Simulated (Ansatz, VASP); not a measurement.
# One calculation of Bi, two programs

File POSCAR:

```
Bi
1.0
    3.6583430000      0.0000000000      0.0000000000
   -1.8291710000      3.1682240000      0.0000000000
    0.0000000000      0.0000000000      5.6993400000
Bi
2
Direct
    0.3333300000      0.6666700000      0.2500000000
    0.6666600000      0.3333300000      0.7500000000
```

INCAR.step1

```
PREC = Accurate ; ENCUT = 520
ISMEAR = -1 ; SIGMA = 0.1
LREAL = False ; LASPH = True
NELM = 100 ; NBANDS = 22
GGA = PE ; ALGO = Normal
EDIFF = 1E-4 ; LWAVE = True
LCHARG = False
```

Contents of INCAR.step2:

```
PREC = Accurate ; ENCUT = 520
EDIFF = 1E-7 ; ISMEAR = -1
SIGMA = 0.1 ; LREAL = False
LASPH = True ; NELM = 100
ALGO = Normal ; ISIF = 2
LWAVE = False ; LCHARG = False
METAGGA = R2SCAN ; LMIXTAU = True
NBANDS = 22 ; ISTART = 1
```

Contents of KPOINTS:

```
Automatic mesh
0
Gamma
  6 6 3
```

Input for Ansatz:

```yaml
crystal:
  lattice:
    - [3.658343, 0.0, 0.0]
    - [-1.829171, 3.168224, 0.0]
    - [0.0, 0.0, 5.69934]
  atoms:
    - { symbol: Bi, position: [0.33333, 0.66667, 0.25] }
    - { symbol: Bi, position: [0.66666, 0.33333, 0.75] }
  symmetry: { tolerance: 0.0003 }
kpoints:
  mp_grid: { grid: [6, 6, 3], shift: [0, 0, 0] }
magnetization:
  spin_polarized: false
scf:
  occupations: { method: fermi_dirac }
  n_extra_bands: 32
  algorithm: direct_min
hamiltonian:
  pseudopotentials: { kind: paw }
  xc: r2scan
basis:
  ecutwfc: 500
output:
  forces: true
  stress: true
  eigenvalues: true
```

The cell was built by a generator and needn't be a form met in nature.

Alike in both runs: task single point; functional r2SCAN; k mesh 6 × 6 × 3; no spin polarisation.

|  | VASP | Ansatz |
| --- | --- | --- |
| version | VASP 6.6.1 | Ansatz 0.2.0 |
| potentials or method | VASP PAW PBE potentials, release 64 (Bi_d) | PAW plane waves |
| plane-wave cutoff (eV) | 520 | 500 |
| occupations | fermi-dirac, width 0.1 eV | fermi-dirac |
| valence electrons in the cell | 30 | 30 |

Ansatz gave:

| Quantity | Value |
| --- | --- |
| gap on the k mesh at the Fermi level (eV) | none |
| pressure (GPa) | -3.1 |
| largest component of the traceless stress (GPa) | 3.48 |

**Question.** Which values does VASP return?

**Answer.** gap on the k mesh at the Fermi level (eV): none; pressure (GPa): -3.2; largest component of the traceless stress (GPa): 3.47.

A gap of «none» marks a metal or a gap that the smearing closes. Ansatz warned: «structure_snapped_to_symmetry».

Caveats: the k mesh is coarse (spacing up to 0.37 Å⁻¹), so the values aren't converged; the PAW data sets were made with another functional, which shifts forces and pressure a little (VASP); spin-orbit coupling is left out, which moves the levels of the heavy elements.
